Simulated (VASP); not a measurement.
# SnTe (Fm-3m) in VASP: further runs

The runs below take SnTe through core levels, phonons, elastic constants, chemical shielding, with PBE.

All numbers are computed with VASP 6.6.1; they aren't measurements. Logs are shortened: lines on timing, memory, paths and dates and some standing lists are left out, and cuts for length are marked.

### Step 1. Starting point

The structure is cubic, space group Fm-3m (No. 225). The conventional cell has a = 6.302 Å, b = 6.302 Å, c = 6.302 Å, α = 90.00°, β = 90.00°, γ = 90.00°. Te (site symmetry m-3m) is surrounded by 6 Sn at 3.15 Å. Around Sn (site symmetry m-3m) lie 6 Te at 3.15 Å.

### Step 2. Core levels, PBE

File INCAR:

```
SYSTEM = SnTe
ALGO     = Normal         ! electronic algorithm
EDIFF    = 1E-6           ! SCF threshold, eV
ENCUT    = 520            ! plane-wave cutoff, eV
GGA      = PE             ! functional
ICORELEVEL= 1            
ISIF     = 2              ! what is computed and relaxed
ISMEAR   = 0              ! smearing method
LASPH    = .True.         ! aspherical terms in the spheres
LCHARG   = .False.        ! write CHGCAR
LREAL    = .False.        ! projectors in reciprocal space
LWAVE    = .False.        ! write WAVECAR
NELM     = 80             ! most SCF steps
PREC     = Accurate       ! precision mode
SIGMA    = 0.02           ! smearing width, eV
```

File KPOINTS:

```
k-points
0
Gamma
  7 7 7
  0 0 0
```

File POSCAR:

```
SnTe
1.0
    0.0000000000      3.1508500000      3.1508500000
    3.1508500000      0.0000000000      3.1508500000
    3.1508500000      3.1508500000      0.0000000000
Te Sn
1 1
Direct
    0.5000000000      0.5000000000      0.5000000000
    0.0000000000      0.0000000000      0.0000000000
```

Potentials or basis: VASP PAW PBE potentials, release 64 (Te, Sn_d).

Run with:

```
$ cat potpaw_PBE.64/Te/POTCAR potpaw_PBE.64/Sn_d/POTCAR > POTCAR
$ mpirun -np 1 vasp_std > vasp.out
```

OUTCAR:

```text
SYSTEM = SnTe
   EDIFF = 1E-6
   ENCUT = 520
   GGA = PE
   ISIF = 2
   ISMEAR = 0
   LASPH = .True.
   LREAL = .False.
   NELM = 80
   PREC = Accurate

 ion  position               nearest neighbor table
   1  0.500  0.500  0.500-   2 3.15   2 3.15   2 3.15   2 3.15   2 3.15   2 3.15
   2  0.000  0.000  0.000-   1 3.15   1 3.15   1 3.15   1 3.15   1 3.15   1 3.15

  LATTYP: Found a face centered cubic cell.
 ALAT       =     6.3017000000

  Lattice vectors:

 A1 = (   0.0000000000,   3.1508500000,   3.1508500000)
 A2 = (   3.1508500000,   0.0000000000,   3.1508500000)
 A3 = (   3.1508500000,   3.1508500000,   0.0000000000)

Analysis of symmetry for initial positions (statically):
=====================================================================
 Subroutine PRICEL returns:
 Original cell was already a primitive cell.

 Routine SETGRP: Setting up the symmetry group for a
 face centered cubic supercell.

 Subroutine GETGRP returns: Found 48 space group operations
 (whereof 48 operations were pure point group operations)
 out of a pool of 48 trial point group operations.

The static configuration has the point symmetry O_h .

Analysis of symmetry for dynamics (positions and initial velocities):
=====================================================================
 Subroutine PRICEL returns:
 Original cell was already a primitive cell.

 Routine SETGRP: Setting up the symmetry group for a
 face centered cubic supercell.

 Subroutine GETGRP returns: Found 48 space group operations
 (whereof 48 operations were pure point group operations)
 out of a pool of 48 trial point group operations.

The dynamic configuration has the point symmetry O_h .

 Subroutine INISYM returns: Found 48 space group operations
 (whereof 48 operations are pure point group operations),
 and found     1 'primitive' translations

----------------------------------------------------------------------------------------

                                     Primitive cell

  volume of cell :      62.5624

  direct lattice vectors                    reciprocal lattice vectors
     0.000000000  3.150850000  3.150850000    -0.158687338  0.158687338  0.158687338
     3.150850000  0.000000000  3.150850000     0.158687338 -0.158687338  0.158687338
     3.150850000  3.150850000  0.000000000     0.158687338  0.158687338 -0.158687338

  length of vectors
     4.455974803  4.455974803  4.455974803     0.274854533  0.274854533  0.274854533

  position of ions in fractional coordinates (direct lattice)
     0.500000000  0.500000000  0.500000000
     0.000000000  0.000000000  0.000000000

  ion indices of the primitive-cell ions
   primitive index   ion index
                 1           1
                 2           2

----------------------------------------------------------------------------------------

 KPOINTS: k-points

Automatic generation of k-mesh.
 Grid dimensions read from file:
 generate k-points for:    7    7    7

 Generating k-lattice:

  Cartesian coordinates                     Fractional coordinates (reciprocal lattice)
    -0.022669620  0.022669620  0.022669620     0.142857143  0.000000000  0.000000000
     0.022669620 -0.022669620  0.022669620     0.000000000  0.142857143  0.000000000
     0.022669620  0.022669620 -0.022669620     0.000000000  0.000000000  0.142857143

  Length of vectors
     0.039264933  0.039264933  0.039264933

  Shift w.r.t. Gamma in fractional coordinates (k-lattice)
     0.000000000  0.000000000  0.000000000

 Subroutine IBZKPT returns following result:
 ===========================================

 Found     20 irreducible k-points:

 Following reciprocal coordinates:
            Coordinates               Weight
  0.000000  0.000000  0.000000      1.000000
  0.142857  0.000000  0.000000      8.000000
  0.285714  0.000000  0.000000      8.000000
  0.428571  0.000000  0.000000      8.000000
  0.142857  0.142857  0.000000      6.000000
  0.285714  0.142857  0.000000     24.000000
[... 12 lines left out ...]
 -0.428571  0.428571  0.142857     24.000000
 -0.285714  0.428571  0.142857     24.000000
   k-points           NKPTS =     20   k-points in BZ     NKDIM =     20   number of bands    NBANDS=     14
   number of dos      NEDOS =    301   number of ions     NIONS =      2
   total plane-waves  NPLWV =  46656
   dimension x,y,z NGX =    36 NGY =   36 NGZ =   36
   dimension x,y,z NGXF=    72 NGYF=   72 NGZF=   72
   ions per type =               1   1
   NGX,Y,Z   is equivalent  to a cutoff of  13.43, 13.43, 13.43 a.u.
   NGXF,Y,Z  is equivalent  to a cutoff of  26.86, 26.86, 26.86 a.u.
 SYSTEM =  SnTe
   PREC   = accura    normal or accurate (medium, high low for compatibility)
   ISTART =      0    job   : 0-new  1-cont  2-samecut
   ICHARG =      2    charge: 1-file 2-atom 10-const
   ISPIN  =      1    spin polarized calculation?
   LNONCOLLINEAR =      F non collinear calculations
   LSORBIT =      F    spin-orbit coupling
   LASPH  =      T    aspherical Exc in radial PAW
   ENCUT  =  520.0 eV  38.22 Ry    6.18 a.u.   8.29  8.29  8.29*2*pi/ulx,y,z
   NELM   =     80;   NELMIN=  2; NELMDL= -5     # of ELM steps
   EDIFF  = 0.1E-05   stopping-criterion for ELM
   LREAL  =      F    real-space projection
   EDIFFG = 0.1E-04   stopping-criterion for IOM
   NSW    =      0    number of steps for IOM
   IBRION =     -1    ionic relax: 0-MD 1-quasi-New 2-CG
   NFREE  =      0    steps in history (QN), initial steepest desc. (CG)
   ISIF   =      2    stress and relaxation
   ISYM   =      2    0-nonsym 1-usesym 2-fastsym
   POTIM  = 0.5000    time-step for ionic-motion
   TEBEG  =    0.0;   TEEND  =   0.0 temperature during run
   PSTRESS=    0.0 pullay stress
   NELECT =      20.0000    total number of electrons
   NUPDOWN=      -1.0000    fix difference up-down
   EMIN   =  10.00;   EMAX   =-10.00  energy-range for DOS
   EFERMI =   0.00;   METHOD = LEGACY
   ISMEAR =     0;   SIGMA  =   0.02  broadening in eV -4-tet -1-fermi 0-gaus
   EFERMI_NEDOS =   21; number of points for ismear=-14 and -15
   IALGO  =     38    algorithm
   IMIX   =      4    mixing-type and parameters
     AMIX     =   0.40;   BMIX     =  1.00
     AMIX_MAG =   1.60;   BMIX_MAG =  1.00
  volume/ion in A,a.u.               =      31.28       211.10
  Fermi-wavevector in a.u.,A,eV,Ry     =   1.119387  2.115336 17.048485  1.253028
  Thomas-Fermi vector in A             =   2.256026
   LORBIT       =      0    0 simple, 1 ext, 2 COOP (PROOUT), +10 PAW based schemes
   GGA     = PE    functional components
   LHFCALC =     F    Hartree Fock is set to
   AEXX    =    0.0000 exact exchange contribution
   IVDW    =     0    specifies the selected vdW correction
   LEPSILON=     F    determine dielectric tensor
   LRPA    =     F    only Hartree local field effects (RPA)
 non-spin polarized calculation
 Gauss-broadening in eV      SIGMA  =   0.02
  energy-cutoff  :      520.00
  volume of cell :       62.56
 maximum number of plane-waves:      1705
 NGX is ok and might be reduce to    36
   NGX = 17   NGY = 17   NGZ = 17

 number of electron      19.9999998 magnetization

 Free energy of the ion-electron system (eV)
  ---------------------------------------------------
  ext. energy  EPLUGINS =         0.00000000
  ---------------------------------------------------
  free energy    TOTEN  =        -7.54728167 eV

  energy without entropy =       -7.54728167  energy(sigma->0) =       -7.54728167

 the core state eigenenergies are
   1-  1s -31609.4313  2s  -4836.9990  2p  -4340.3966  3s   -953.2067  3p   -791.8646
       3d   -548.1152  4s   -152.7003  4p   -102.7381  4d    -30.0571
   2-  1s -28996.3556  2s  -4367.8307  2p  -3919.4544  3s   -834.0538  3p   -687.6018
       3d   -462.3144  4s   -122.9676  4p    -78.7483

 E-fermi :   6.8696     XC(G=0):  -9.4968

 val. band max:        6.7137993832   @ k =   0.4286   0.0000   0.0000
 cond. band min:       7.3753943588   @ k =   0.4286   0.0000   0.0000
 fundamental gap:      0.6615949756
 Fermi energy:         6.8696193830

 k-point     1 :       0.0000    0.0000    0.0000
  band No.  band energies     occupation
      1     -14.9458      2.00000
      2     -14.9458      2.00000
      3     -14.9398      2.00000
      4     -14.9398      2.00000
      5     -14.9398      2.00000
      6      -5.8512      2.00000
      7       2.2782      2.00000
      8       4.8089      2.00000
      9       4.8089      2.00000
     10       4.8089      2.00000
     11      10.3072      0.00000
     12      10.3072      0.00000
     13      10.3072      0.00000
     14      11.7061      0.00000

 k-point     2 :       0.1429    0.0000    0.0000
  band No.  band energies     occupation
      1     -14.9467      2.00000
      2     -14.9467      2.00000
      3     -14.9395      2.00000
      4     -14.9387      2.00000
      5     -14.9387      2.00000
      6      -5.6801      2.00000
      7       1.3939      2.00000
      8       4.8396      2.00000
      9       4.8396      2.00000
     10       5.4180      2.00000
     11       9.4699      0.00000
     12       9.4699      0.00000
     13       9.5099      0.00000
     14      11.6655      0.00000

 k-point     3 :       0.2857    0.0000    0.0000
  band No.  band energies     occupation
      1     -14.9489      2.00000
      2     -14.9489      2.00000
      3     -14.9388      2.00000
      4     -14.9357      2.00000
      5     -14.9357      2.00000
      6      -5.2116      2.00000
      7      -0.0773      2.00000
      8       4.9515      2.00000
      9       4.9515      2.00000
     10       6.1657      2.00000
     11       8.2436      0.00000
     12       8.2436      0.00000
     13       8.3146      0.00000
     14      12.3582      0.00000

 k-point     4 :       0.4286    0.0000    0.0000
  band No.  band energies     occupation
      1     -14.9508      2.00000
      2     -14.9508      2.00000
      3     -14.9383      2.00000
      4     -14.9332      2.00000
      5     -14.9332      2.00000
      6      -4.6741      2.00000
      7      -1.2009      2.00000
      8       5.1120      2.00000
      9       5.1120      2.00000
     10       6.7138      2.00000
     11       7.3754      0.00000
     12       7.4405      0.00000
     13       7.4405      0.00000
     14      14.0133      0.00000

 k-point     5 :       0.1429    0.1429    0.0000
  band No.  band energies     occupation
      1     -14.9487      2.00000
      2     -14.9450      2.00000
      3     -14.9406      2.00000
      4     -14.9379      2.00000
      5     -14.9379      2.00000
      6      -5.6239      2.00000
      7       1.3591      2.00000
      8       4.4266      2.00000
      9       4.4266      2.00000
     10       6.1100      2.00000
     11       8.0797      0.00000
[... 157 lines left out ...]
 k-point    15 :       0.4286    0.4286    0.0000
  band No.  band energies     occupation
      1     -14.9623      2.00000
      2     -14.9435      2.00000
      3     -14.9414      2.00000
      4     -14.9296      2.00000
      5     -14.9296      2.00000
      6      -4.3791      2.00000
      7       0.3295      2.00000
      8       1.8757      2.00000
      9       3.2712      2.00000
     10       3.2712      2.00000
     11       9.1973      0.00000
     12      11.7496      0.00000
     13      11.7496      0.00000
     14      12.7120      0.00000

 k-point    16 :      -0.4286    0.4286    0.0000
  band No.  band energies     occupation
      1     -14.9617      2.00000
      2     -14.9425      2.00000
      3     -14.9423      2.00000
      4     -14.9300      2.00000
      5     -14.9295      2.00000
      6      -4.2425      2.00000
      7       0.0512      2.00000
      8       1.5073      2.00000
      9       3.3739      2.00000
     10       3.6362      2.00000
     11       9.6358      0.00000
     12      11.0556      0.00000
     13      11.3484      0.00000
     14      13.0444      0.00000

 k-point    17 :       0.4286    0.2857    0.1429
  band No.  band energies     occupation
      1     -14.9541      2.00000
      2     -14.9459      2.00000
      3     -14.9399      2.00000
      4     -14.9336      2.00000
      5     -14.9335      2.00000
      6      -4.8494      2.00000
      7      -0.2058      2.00000
      8       3.2725      2.00000
      9       4.1984      2.00000
     10       5.3165      2.00000
     11       8.5629      0.00000
     12       9.3778      0.00000
     13      10.4814      0.00000

------------------------ aborting loop because EDIFF is reached ----------------------------------------

  FORCE on cell =-STRESS in cart. coord.  units (eV):
  Direction    XX          YY          ZZ          XY          YZ          ZX
  --------------------------------------------------------------------------------------
  -------------------------------------------------------------------------------------
  Total        0.8473919      0.8473919      0.8473919      0.0000000     -0.0000000      0.0000000
  in kB       21.7010979     21.7010979     21.7010979      0.0000000     -0.0000000      0.0000000
  external PRESSURE =      21.7010979 kB  Pullay stress =       0.0000000 kB

 VOLUME and BASIS-vectors are now :
 -----------------------------------------------------------------------------
  energy-cutoff  :      520.00
  volume of cell :       62.56
      direct lattice vectors                 reciprocal lattice vectors
     0.000000000  3.150850000  3.150850000    -0.158687338  0.158687338  0.158687338
     3.150850000  0.000000000  3.150850000     0.158687338 -0.158687338  0.158687338
     3.150850000  3.150850000  0.000000000     0.158687338  0.158687338 -0.158687338

 POSITION                                       TOTAL-FORCE (eV/Angst)
 -----------------------------------------------------------------------------------
      3.15085      3.15085      3.15085         0.000000     -0.000000     -0.000000
      0.00000      0.00000      0.00000        -0.000000      0.000000      0.000000
 -----------------------------------------------------------------------------------
    total drift:                               -0.000000      0.000000      0.000000

  FREE ENERGIE OF THE ION-ELECTRON SYSTEM (eV)
  ---------------------------------------------------
  free  energy   TOTEN  =        -7.5472816744 eV

  energy  without entropy=       -7.5472816744  energy(sigma->0) =       -7.54728167
```

It took 8.5 s on 1 thread of Intel Xeon 6975P-C (Granite Rapids), shared host; peak memory 0.21 GiB.

What came out:

```
Free energy : -7.5473 eV
Pressure    : 2.2 GPa
```

Core levels (eV, on the scale of the bands):
| atom | levels |
| --- | --- |
| 1 Te | 1s -31609.4, 2s -4837.0, 2p -4340.4, 3s -953.2, 3p -791.9, 3d -548.1, 4s -152.7, 4p -102.7, 4d -30.1 |
| 2 Sn | 1s -28996.4, 2s -4367.8, 2p -3919.5, 3s -834.1, 3p -687.6, 3d -462.3, 4s -123.0, 4p -78.7 |

Caveat: this odd mesh misses L, where the gap lies, so gap, dielectric constants and Born charges aren't listed.

[end of part 1 of 2]
